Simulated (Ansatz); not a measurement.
(021) slab cut from the bulk of P, Cmce (No. 64); the slab's formula is P:

```yaml
crystal:
  lattice:
    - [3.29960, 0.00000, 0.00000]
    - [-1.64980, 7.14915, 0.00000]
    - [0.00000, 0.00000, 27.49366]
  atoms:
    - { symbol: P, position: [0.24173, 0.48346, 0.27279] }
    - { symbol: P, position: [0.16427, 0.32854, 0.34412] }
    - { symbol: P, position: [0.87914, 0.75828, 0.35923] }
    - { symbol: P, position: [0.72986, 0.45972, 0.38538] }
    - { symbol: P, position: [0.44473, 0.88946, 0.40049] }
    - { symbol: P, position: [0.36727, 0.73454, 0.47182] }
    - { symbol: P, position: [0.08214, 0.16427, 0.48692] }
    - { symbol: P, position: [0.93286, 0.86572, 0.51308] }
    - { symbol: P, position: [0.64773, 0.29546, 0.52818] }
    - { symbol: P, position: [0.57027, 0.14054, 0.59951] }
    - { symbol: P, position: [0.28514, 0.57027, 0.61462] }
    - { symbol: P, position: [0.13586, 0.27172, 0.64077] }
    - { symbol: P, position: [0.85073, 0.70146, 0.65588] }
    - { symbol: P, position: [0.77327, 0.54653, 0.72721] }
```

All numbers below come from Ansatz 0.2.0, DFT r2SCAN, scalar-relativistic, plane waves, PAW. Cutoff 500 eV; k points 11×5×1 on the computed 14-atom cell (Γ-centred); Gaussian smearing, width 0.05 eV; no spin polarisation. The cell repeats along c with a dipole correction in the vacuum.

(1) What forces act on the atoms?

Results:

(1)
```csv
atom,Fx (eV/Å),Fy (eV/Å),Fz (eV/Å)
P1,0.000,-0.658,0.978
P2,0.000,1.004,-1.244
P3,0.000,-0.016,-0.192
P4,0.000,-0.245,0.503
P5,0.000,-0.050,-0.044
P6,0.000,-0.078,0.127
P7,-0.001,-0.035,0.039
P8,0.001,0.035,-0.039
P9,0.000,0.078,-0.127
P10,0.000,0.050,0.044
P11,0.000,0.245,-0.503
P12,0.000,0.016,0.192
P13,0.000,-1.004,1.244
P14,0.000,0.658,-0.978
```

Cost: 1 run of about 5.4 core-minutes, on Arm Neoverse V2 (shared hosts).